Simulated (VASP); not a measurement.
AlN in VASP 6.6.1, single-point calculation

INCAR

```
ENCUT = 520
EDIFF = 1E-7
NELM = 120
LWAVE = .FALSE.
LREAL = Auto
ISMEAR = 0
NBANDS = 11
LCHARG = .FALSE.
NSW = 0
ISIF = 2
METAGGA = R2SCAN
SIGMA = 0.01
PREC = Single
LASPH = .TRUE.
ALGO = Normal
IBRION = -1
```

KPOINTS

```
KPOINTS created by Atomic Simulation Environment
0
Gamma
10 10 10
0 0 0
```

POSCAR

```
Al N
 1.0000000000000000
     0.0000000000000000    2.0390571366999999    2.0390571366999999
     2.0390571366999999    0.0000000000000000    2.0390571366999999
     2.0390571366999999    2.0390571366999999    0.0000000000000000
 Al  N
   1   1
Cartesian
  0.0000000000000000  0.0000000000000000  0.0000000000000000
  2.0390571366999994  2.0390571366999994  2.0390571366999994
```

The recommended PBE PAW datasets give the neutral cell 8 valence electrons.

Command

```
mpirun -np 1 vasp_std
```

Question: How does this run end, and what does it give?

Answer: It converged. Results: gap between bands v and c on the k mesh 5.23 eV; least direct gap on the k mesh 6.13 eV; pressure -8.7 GPa. Band v is the last that the valence electrons fill when counted band by band, and c is the next.

OSZICAR

```
N       E                     dE             d eps       ncg     rms          rms(c)
DAV:   1     0.540361351066E+01    0.54036E+01   -0.42491E+03  1066   0.639E+02
DAV:   2    -0.217459060705E+02   -0.27150E+02   -0.25777E+02  1261   0.145E+02
DAV:   3    -0.225377199352E+02   -0.79181E+00   -0.79057E+00  1257   0.228E+01
DAV:   4    -0.225410841742E+02   -0.33642E-02   -0.33641E-02  1163   0.162E+00
DAV:   5    -0.225411166338E+02   -0.32460E-04   -0.32460E-04  1214   0.149E-01    0.777E+00
DAV:   6    -0.188014012716E+02    0.37397E+01   -0.55701E+00  1097   0.124E+01    0.341E+00
DAV:   7    -0.188627084294E+02   -0.61307E-01   -0.36519E-01  1184   0.430E+00    0.201E+00
DAV:   8    -0.188812029125E+02   -0.18494E-01   -0.39195E-02  1109   0.150E+00    0.321E-01
DAV:   9    -0.188808495874E+02    0.35333E-03   -0.18042E-03  1172   0.274E-01    0.111E-01
DAV:  10    -0.188810117515E+02   -0.16216E-03   -0.27141E-04  1142   0.132E-01    0.571E-02
DAV:  11    -0.188810171168E+02   -0.53653E-05   -0.45064E-05  1206   0.387E-02    0.123E-02
DAV:  12    -0.188810172125E+02   -0.95677E-07   -0.15080E-06  1169   0.113E-02    0.241E-03
DAV:  13    -0.188810176943E+02   -0.48180E-06   -0.67888E-07  1160   0.462E-03    0.105E-03
DAV:  14    -0.188810178248E+02   -0.13054E-06   -0.25256E-08   592   0.132E-03    0.570E-04
DAV:  15    -0.188810179222E+02   -0.97320E-07   -0.13141E-09   550   0.338E-04
   1 F= -.18881018E+02 E0= -.18881018E+02  d E =-.726922-109
```

For comparison, a separate r²SCAN run of the intended cell, on usual settings and not on those above, gives a gap of 5.23 eV on its mesh and a pressure of -8.6 GPa.
